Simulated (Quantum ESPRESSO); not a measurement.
# CuAu (P4/mmm) in Quantum ESPRESSO: energy-loss spectrum with LDA

Aim: the energy-loss spectrum of CuAu with LDA.

Everything below comes from runs of Quantum ESPRESSO 7.5. Logs are shortened: lines on timing, memory, paths and dates and some standing lists are left out, and cuts for length are marked.

## (1) Starting point

Symmetry: P4/mmm, No. 123, tetragonal system. The conventional cell has a = 2.811 Å, b = 2.811 Å, c = 3.685 Å, α = 90.00°, β = 90.00°, γ = 90.00°. Au (site symmetry 4/mmm) is surrounded by 8 Cu at 2.71 Å and 4 Au at 2.81 Å. Cu (site symmetry 4/mmm) is surrounded by 8 Au at 2.71 Å and 4 Cu at 2.81 Å.

## (2) Energy-loss spectrum, LDA

The input, pw.in:

```
&CONTROL
  calculation = 'scf'
  prefix = 'pwscf'
  outdir = './tmp'
  pseudo_dir = './pseudo'
  tprnfor = .true.
  tstress = .true.
  disk_io = 'low'
/
&SYSTEM
  ibrav = 0
  celldm(1) = 8
  nat = 2
  ntyp = 2
  ecutwfc = 56
  ecutrho = 448
  nbnd = 22
  occupations = 'smearing'
  smearing = 'mv'
  degauss = 0.01999163
/
&ELECTRONS
  conv_thr = 4d-10
  electron_maxstep = 120
  mixing_beta = 0.5
/
ATOMIC_SPECIES
Au   196.9666 au_lda_v1.uspp.F.UPF
Cu    63.5460 cu_lda_v1.2.uspp.F.UPF
CELL_PARAMETERS alat
  0.6639433344086   0.0000000000000   0.0000000000000
  0.0000000000000   0.6639433344086   0.0000000000000
  0.0000000000000   0.0000000000000   0.8704550961557
ATOMIC_POSITIONS crystal
Au     0.0000000000    0.0000000000    0.0000000000
Cu     0.5000000000    0.5000000000    0.5000000000
K_POINTS automatic
6 6 5 0 0 0
```

The input, scf2.in:

```
&CONTROL
  calculation = 'scf'
  prefix = 'pwscf'
  outdir = './tmp'
  pseudo_dir = './pseudo'
  tprnfor = .true.
  tstress = .true.
  disk_io = 'low'
/
&SYSTEM
  ibrav = 0
  celldm(1) = 8
  nat = 2
  ntyp = 2
  ecutwfc = 56
  ecutrho = 448
  nbnd = 22
  occupations = 'smearing'
  smearing = 'mv'
  degauss = 0.01999163
/
&ELECTRONS
  conv_thr = 1d-11
  electron_maxstep = 120
  mixing_beta = 0.5
  startingpot = 'file'
  startingwfc = 'file'
/
ATOMIC_SPECIES
Au   196.9666 au_lda_v1.uspp.F.UPF
Cu    63.5460 cu_lda_v1.2.uspp.F.UPF
CELL_PARAMETERS alat
  0.6639433344086   0.0000000000000   0.0000000000000
  0.0000000000000   0.6639433344086   0.0000000000000
  0.0000000000000   0.0000000000000   0.8704550961557
ATOMIC_POSITIONS crystal
Au     0.0000000000    0.0000000000    0.0000000000
Cu     0.5000000000    0.5000000000    0.5000000000
K_POINTS automatic
6 6 5 0 0 0
```

The input, eels.in:

```
&LR_INPUT
  prefix = 'pwscf'
  outdir = './tmp'
  restart_step = 5000
  restart = .false.
/
&LR_CONTROL
  calculator = 'lanczos'
  approximation = 'TDDFT'
  q1 = 0.2695077404
  q2 = 0
  q3 = 0
  itermax = 400
/
```

The input, spectrum.in:

```
&LR_INPUT
  prefix = 'pwscf'
  outdir = './tmp'
  eels = .true.
  itermax0 = 400
  itermax = 20000
  extrapolation = 'osc'
  epsil = 0.05
  units = 1
  start = 0
  end = 40
  increment = 0.2
/
```

The input, spectrum_short.in:

```
&LR_INPUT
  prefix = 'pwscf'
  outdir = './tmp'
  eels = .true.
  itermax0 = 266
  itermax = 20000
  extrapolation = 'osc'
  epsil = 0.05
  units = 1
  start = 0
  end = 40
  increment = 0.2
/
```

Potentials or basis: GBRV 1.5 LDA.

Run with:

```
$ OMP_NUM_THREADS=1 pw.x -in pw.in > pw.out
$ OMP_NUM_THREADS=1 pw.x -in scf2.in > scf2.out
$ OMP_NUM_THREADS=1 turbo_eels.x -in eels.in > eels.out
$ OMP_NUM_THREADS=1 turbo_spectrum.x -in spectrum.in > spectrum.out
$ OMP_NUM_THREADS=1 turbo_spectrum.x -in spectrum_short.in > spectrum_short.out
```

pw.out:

```text
This program is part of the open-source Quantum ESPRESSO suite
     for quantum simulation of materials; please cite
[... 9 lines left out ...]
     --------------------
     sticks:   dense  smooth     PW     G-vecs:    dense   smooth      PW
     Sum        1005     505    161                31523    11177    1971

     Using Slab Decomposition

     bravais-lattice index     =            0
     lattice parameter (alat)  =       8.0000  a.u.
     unit-cell volume          =     196.4619 (a.u.)^3
     number of atoms/cell      =            2
     number of atomic types    =            2
     number of electrons       =        30.00
     number of Kohn-Sham states=           22
     kinetic-energy cutoff     =      56.0000  Ry
     charge density cutoff     =     448.0000  Ry
     scf convergence threshold =      4.0E-10
     mixing beta               =       0.5000
     number of iterations used =            8  plain     mixing
     Exchange-correlation= SLA  PZ   NOGX NOGC
                           (   1   1   0   0   0   0   0)

     celldm(1)=   8.000000  celldm(2)=   0.000000  celldm(3)=   0.000000
     celldm(4)=   0.000000  celldm(5)=   0.000000  celldm(6)=   0.000000

     crystal axes: (cart. coord. in units of alat)
               a(1) = (   0.663943   0.000000   0.000000 )
               a(2) = (   0.000000   0.663943   0.000000 )
               a(3) = (   0.000000   0.000000   0.870455 )

     reciprocal axes: (cart. coord. in units 2 pi/alat)
               b(1) = (  1.506153  0.000000  0.000000 )
               b(2) = (  0.000000  1.506153  0.000000 )
               b(3) = (  0.000000  0.000000  1.148824 )

     PseudoPot. # 1 for Au read from file:
     au_lda_v1.uspp.F.UPF
     Pseudo is Ultrasoft + core correction, Zval = 11.0
     Generated by new atomic code, or converted to UPF format
     Using radial grid of  985 points,  7 beta functions with:
                l(1) =   0
                l(2) =   0
                l(3) =   1
                l(4) =   1
                l(5) =   2
                l(6) =   2
                l(7) =   3
     Q(r) pseudized with  6 coefficients,  rinner =    1.900   1.900   1.900
                                                       1.900   1.900   1.900
                                                       1.900

     PseudoPot. # 2 for Cu read from file:
     cu_lda_v1.2.uspp.F.UPF
     Pseudo is Ultrasoft + core correction, Zval = 19.0
     Generated by new atomic code, or converted to UPF format
     Using radial grid of  867 points,  6 beta functions with:
                l(1) =   0
                l(2) =   0
                l(3) =   1
                l(4) =   1
                l(5) =   2
                l(6) =   2
     Q(r) pseudized with  8 coefficients,  rinner =    1.150   1.150   1.150
                                                       1.150   1.150

     atomic species   valence    mass     pseudopotential
     Au               11.00   196.96660     Au( 1.00)
     Cu               19.00    63.54600     Cu( 1.00)

     16 Sym. Ops., with inversion, found

   Cartesian axes

     site n.     atom                  positions (alat units)
         1        Au     tau(   1) = (   0.0000000   0.0000000   0.0000000  )
         2        Cu     tau(   2) = (   0.3319717   0.3319717   0.4352275  )

     number of k points=    30  Marzari-Vanderbilt smearing, width (Ry)=  0.0200
                       cart. coord. in units 2pi/alat
        k(    1) = (   0.0000000   0.0000000   0.0000000), wk =   0.0111111
        k(    2) = (   0.0000000   0.0000000   0.2297649), wk =   0.0222222
        k(    3) = (   0.0000000   0.0000000   0.4595297), wk =   0.0222222
        k(    4) = (   0.0000000   0.2510254   0.0000000), wk =   0.0444444
        k(    5) = (   0.0000000   0.2510254   0.2297649), wk =   0.0888889
        k(    6) = (   0.0000000   0.2510254   0.4595297), wk =   0.0888889
[... 22 lines left out ...]
        k(   29) = (  -0.7530763  -0.7530763   0.2297649), wk =   0.0222222
        k(   30) = (  -0.7530763  -0.7530763   0.4595297), wk =   0.0222222

     Dense  grid:    31523 G-vectors     FFT dimensions: (  36,  36,  48)

     Smooth grid:    11177 G-vectors     FFT dimensions: (  25,  25,  36)

     Check: negative core charge=   -0.000002

     Initial potential from superposition of free atoms

     starting charge      28.9999, renormalised to      30.0000
     Starting wfcs are   22 randomized atomic wfcs

     Self-consistent Calculation

     iteration #  1     ecut=    56.00 Ry     beta= 0.50
     Davidson diagonalization with overlap
     ethr =  1.00E-02,  avg # of iterations =  4.8

     total energy              =    -517.96354951 Ry
     estimated scf accuracy    <       1.29083861 Ry

     iteration #  2     ecut=    56.00 Ry     beta= 0.50
     Davidson diagonalization with overlap
     ethr =  4.30E-03,  avg # of iterations =  2.0

     total energy              =    -518.39420787 Ry
     estimated scf accuracy    <       0.43626684 Ry

     iteration #  3     ecut=    56.00 Ry     beta= 0.50
     Davidson diagonalization with overlap
     ethr =  1.45E-03,  avg # of iterations =  2.0

     total energy              =    -518.45799308 Ry
     estimated scf accuracy    <       0.06904513 Ry

     iteration #  4     ecut=    56.00 Ry     beta= 0.50
     Davidson diagonalization with overlap
     ethr =  2.30E-04,  avg # of iterations =  2.5

     total energy              =    -518.46812955 Ry
     estimated scf accuracy    <       0.00708904 Ry

     iteration #  5     ecut=    56.00 Ry     beta= 0.50
     Davidson diagonalization with overlap
     ethr =  2.36E-05,  avg # of iterations =  2.9

     total energy              =    -518.46967001 Ry
     estimated scf accuracy    <       0.00173648 Ry

     iteration #  6     ecut=    56.00 Ry     beta= 0.50
     Davidson diagonalization with overlap
     ethr =  5.79E-06,  avg # of iterations =  3.3

     total energy              =    -518.47006982 Ry
     estimated scf accuracy    <       0.00009170 Ry

     iteration #  7     ecut=    56.00 Ry     beta= 0.50
     Davidson diagonalization with overlap
     ethr =  3.06E-07,  avg # of iterations =  3.3

     total energy              =    -518.47009020 Ry
     estimated scf accuracy    <       0.00000313 Ry

     iteration #  8     ecut=    56.00 Ry     beta= 0.50
     Davidson diagonalization with overlap
     ethr =  1.04E-08,  avg # of iterations =  4.7

     total energy              =    -518.47009246 Ry
     estimated scf accuracy    <       0.00000008 Ry

     iteration #  9     ecut=    56.00 Ry     beta= 0.50
     Davidson diagonalization with overlap
     ethr =  2.51E-10,  avg # of iterations =  3.0

     total energy              =    -518.47009251 Ry
     estimated scf accuracy    <       0.00000001 Ry

     iteration # 10     ecut=    56.00 Ry     beta= 0.50
     Davidson diagonalization with overlap
     ethr =  4.93E-11,  avg # of iterations =  2.2

     total energy              =    -518.47009251 Ry
     estimated scf accuracy    <          8.9E-09 Ry

     iteration # 11     ecut=    56.00 Ry     beta= 0.50
     Davidson diagonalization with overlap
     ethr =  2.98E-11,  avg # of iterations =  1.3

     End of self-consistent calculation

          k = 0.0000 0.0000 0.0000 (  1401 PWs)   bands (ev):

   -96.0298 -53.8832 -53.8687 -53.8687   5.5149   8.7263   8.9109  11.2911
    11.2911  12.3473  12.5220  13.2204  13.6691  13.8977  13.8977  17.3912
    23.3140  25.2770  25.2770  32.2064  32.2098  32.9095

          k = 0.0000 0.0000 0.2298 (  1389 PWs)   bands (ev):

   -96.0298 -53.8834 -53.8688 -53.8688   5.9896   8.8084   9.0633  11.3868
    11.3868  12.3976  12.4212  13.0811  13.5843  13.6114  13.6114  15.1218
    26.2027  26.2027  26.3494  30.8326  31.9692  34.8494

          k = 0.0000 0.0000 0.4595 (  1368 PWs)   bands (ev):

   -96.0298 -53.8838 -53.8688 -53.8688   7.0863   8.9538   9.3514  11.5987
    11.5987  12.1237  12.1841  12.5708  13.0838  13.1175  13.1175  13.4171
    28.5977  28.5977  29.9680  30.4118  31.8314  31.8314

          k = 0.0000 0.2510 0.0000 (  1403 PWs)   bands (ev):

   -96.0295 -53.8829 -53.8734 -53.8684   6.1425   8.9877   9.3233  10.9181
    11.4394  12.0794  12.6000  13.1795  13.2162  13.4310  13.7637  18.9776
    21.6468  23.9209  26.3434  31.2506  32.7576  34.5105

          k = 0.0000 0.2510 0.2298 (  1397 PWs)   bands (ev):

   -96.0295 -53.8830 -53.8734 -53.8684   6.5917   9.0606   9.4702  10.9082
    11.4299  12.1347  12.5472  12.8623  13.1251  13.2335  13.8016  16.5491
    22.6167  26.9106  27.1521  29.5601  32.3198  33.8528

          k = 0.0000 0.2510 0.4595 (  1394 PWs)   bands (ev):

   -96.0295 -53.8833 -53.8734 -53.8684   7.6339   9.1919   9.5184  11.1263
    11.5067  11.9982  12.0790  12.4781  13.1050  13.2941  13.6235  13.9880
    24.5715  26.9875  29.3408  30.5641  32.3711  32.4266

          k = 0.0000 0.5021 0.0000 (  1400 PWs)   bands (ev):

   -96.0289 -53.8828 -53.8822 -53.8677   7.6578   9.4992  10.1703  10.3875
    11.5276  11.8120  12.5139  12.5180  13.0859  13.4189  13.5434  17.7148
    22.0095  24.0445  28.6429  29.0277  29.7524  32.6434

          k = 0.0000 0.5021 0.2298 (  1394 PWs)   bands (ev):

   -96.0289 -53.8827 -53.8823 -53.8677   7.9005   9.3004  10.2564  10.8218
    11.3185  11.7306  12.4647  12.5990  13.1480  13.4461  13.6749  17.9359
    19.0907  25.4937  28.0229  29.5352  31.7464  33.3335
[... 85 lines left out ...]
          k = 0.5021 0.5021 0.2298 (  1380 PWs)   bands (ev):

   -96.0280 -53.8816 -53.8815 -53.8812   8.9165   9.8562   9.9391  10.1427
    11.4289  11.8441  13.0081  13.2972  13.3517  13.6903  14.3085  19.7449
    20.4411  22.1368  25.9064  27.4797  27.8089  29.4896

          k = 0.5021 0.5021 0.4595 (  1383 PWs)   bands (ev):

   -96.0280 -53.8816 -53.8816 -53.8814   9.2582   9.5987   9.9650  11.1728
    11.3192  11.6305  12.4864  13.1635  13.1689  13.4612  15.6024  17.8597
    21.9793  22.2441  24.1080  24.7254  28.3180  30.8182

          k = 0.5021-0.7531 0.0000 (  1386 PWs)   bands (ev):

   -96.0277 -53.8861 -53.8811 -53.8806   8.6129   9.5967   9.7477   9.9135
    11.9776  13.1351  13.4618  13.5423  13.7762  13.8140  15.3699  15.6222
    22.7572  23.9028  25.7101  26.2097  27.5066  27.5329

          k = 0.5021-0.7531 0.2298 (  1384 PWs)   bands (ev):

   -96.0277 -53.8862 -53.8812 -53.8808   8.7483   9.5463   9.9312  10.2000
    11.7782  12.7289  13.0788  13.3298  13.7156  13.7314  16.4140  16.5063
    22.5991  22.6543  24.1690  24.6662  27.6548  29.5436

          k = 0.5021-0.7531 0.4595 (  1392 PWs)   bands (ev):

   -96.0277 -53.8862 -53.8812 -53.8810   9.0471   9.3708   9.9793  11.2369
    11.4970  12.3392  12.4755  13.1869  13.4720  13.6467  17.9052  18.3824
    20.0534  20.5364  24.4606  24.9598  27.2732  27.3134

          k =-0.7531-0.7531 0.0000 (  1384 PWs)   bands (ev):

   -96.0274 -53.8857 -53.8857 -53.8802   8.2135   9.5294   9.5294   9.7462
    13.6378  13.6681  13.6889  13.7320  13.9951  13.9951  15.9690  15.9690
    20.4593  22.0896  25.3272  26.8751  26.8751  28.7967

          k =-0.7531-0.7531 0.2298 (  1380 PWs)   bands (ev):

   -96.0274 -53.8858 -53.8858 -53.8804   8.3821   9.5580   9.5580  10.1942
    13.0809  13.0809  13.4078  13.5312  13.6907  13.7326  17.4771  17.4771
    20.5808  21.4851  25.2635  25.6674  25.6674  25.9877

          k =-0.7531-0.7531 0.4595 (  1384 PWs)   bands (ev):

   -96.0274 -53.8858 -53.8858 -53.8807   8.6885   9.6156   9.6156  11.3293
    12.2663  12.2663  12.6396  13.2636  13.6934  13.7335  19.9731  19.9731
    20.6818  21.0961  22.9764  23.1993  23.1993  25.1829

     the Fermi energy is    15.3225 ev

!    total energy              =    -518.47009251 Ry
     estimated scf accuracy    <          5.2E-11 Ry
     smearing contrib. (-TS)   =      -0.00004858 Ry
     internal energy E=F+TS    =    -518.47004393 Ry

     The total energy is F=E-TS. E is the sum of the following terms:
     one-electron contribution =    -301.58509207 Ry
     hartree contribution      =     175.52964090 Ry
     xc contribution           =    -100.34426764 Ry
     ewald contribution        =    -292.07032512 Ry

     convergence has been achieved in  11 iterations

     Forces acting on atoms (cartesian axes, Ry/au):

     atom    1 type  1   force =     0.00000000    0.00000000    0.00000000
     atom    2 type  2   force =     0.00000000    0.00000000    0.00000000

     Total force =     0.000000     Total SCF correction =     0.000000

     Computing stress (Cartesian axis) and pressure

          total   stress  (Ry/bohr**3)                   (kbar)     P=      -91.12
  -0.00061150   0.00000000   0.00000000          -89.95        0.00        0.00
   0.00000000  -0.00061150   0.00000000            0.00      -89.95        0.00
   0.00000000   0.00000000  -0.00063525            0.00        0.00      -93.45

=------------------------------------------------------------------------------=
   JOB DONE.
=------------------------------------------------------------------------------=
```

Run time: 9.1 min. Hardware: 1 thread of Arm Neoverse V2, shared host; peak memory 0.42 GiB.

Results:

```yaml
Free_energy: -7054.1450 eV
Pressure: -9.1 GPa
Band_gap_on_the_k_mesh: none (metal or under the smearing width)
Peak_of_the_energy-loss_function: 25.0 eV
```

Levels at points of the mesh, in eV from the Fermi level:
| k point | band 12 | band 13 | band 14 | band 15 | band 16 | band 17 | band 18 | band 19 |
| --- | --- | --- | --- | --- | --- | --- | --- | --- |
| (0.00, 0.00, 0.00) | -2.10 | -1.65 | -1.42 | -1.42 | 2.07 | 7.99 | 9.95 | 9.95 |
| (0.00, -0.50, 0.00) | -2.94 | -2.37 | -2.16 | -0.84 | -0.14 | 9.41 | 9.54 | 11.29 |
| (-0.50, -0.50, 0.00) | -1.59 | -1.33 | -1.33 | 0.65 | 0.65 | 5.14 | 6.77 | 10.00 |

Energy-loss function at q = [0.4, 0.0, 0.0] (Å⁻¹, cartesian):
| energy (eV) | loss |
| --- | --- |
| 0.0 | 0.000 |
| 1.8 | 0.015 |
| 3.4 | 0.059 |
| 5.2 | 0.140 |
| 7.0 | 0.204 |
| 8.6 | 0.296 |
| 10.4 | 0.413 |
| 12.2 | 0.440 |
| 13.8 | 0.436 |
| 15.6 | 0.503 |
| 17.4 | 0.609 |
| 19.0 | 0.641 |
| 20.8 | 0.655 |
| 22.4 | 0.730 |
| 24.2 | 0.871 |
| 26.0 | 0.848 |
| 27.6 | 0.649 |
| 29.4 | 0.497 |
| 31.2 | 0.490 |
| 32.8 | 0.599 |
| 34.6 | 0.804 |
| 36.4 | 0.864 |
| 38.0 | 0.771 |
| 39.8 | 0.707 |

Caveat: the k mesh is coarse (spacing up to 0.37 Å⁻¹), so the values aren't converged; the Lanczos chain is short for so many electrons, so humps in the spectrum may be artefacts. Spin-orbit coupling is left out, which matters for the levels of Au.
